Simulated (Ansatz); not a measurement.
# Energy landscape near a Ca structure

Method: DFT PBE, scalar-relativistic, plane waves, PAW in Ansatz 0.2.0.

Plane waves to 420 eV, a k mesh through Γ of 12×12×4 on the computed 4-atom cell and Gaussian smearing (0.10 eV); no spin polarisation.

Reference cell:

```
CELL_PARAMETERS angstrom
3.95755 0.00000 0.00000
-1.97878 3.42734 0.00000
0.00000 0.00000 12.86942
ATOMIC_POSITIONS crystal
Ca 0.00000 0.00000 0.00000
Ca 0.33333 0.66667 0.25000
Ca 0.00000 0.00000 0.50000
Ca 0.66667 0.33333 0.75000
```

Each variant moves atoms of this cell by the vectors given, if any (Å), and then applies a symmetric strain (tensor components, Cartesian axes). The reference cell isn't relaxed at this level. Energies are per atom at zero smearing, counted from the lowest variant. Pressure is positive in compression.

1. strain (xx yy zz yz xz xy, %) -6.94 -4.58 2.98 6.00 3.46 2.04; moves: Ca1 (-0.002, -0.012, 0.032); Ca2 (0.017, -0.010, 0.000); Ca3 (0.010, 0.008, -0.032); Ca4 (-0.026, 0.015, 0.000)
2. strain (xx yy zz yz xz xy, %) -1.34 -1.34 4.66 0.00 0.00 0.00
3. strain (xx yy zz yz xz xy, %) 6.34 6.34 -2.66 0.00 0.00 0.00

| variant | ΔE (meV/atom) | P (GPa) | largest force (eV/Å) | space group |
| --- | --- | --- | --- | --- |
| 1 | 29.2 | 1.24 | 0.06 | C2 |
| 2 | 0.0 | -0.79 | 0.00 | P6_3/mmc |
| 3 | 42.0 | -1.67 | 0.00 | P6_3/mmc |

This form isn't the element's structure at ambient conditions.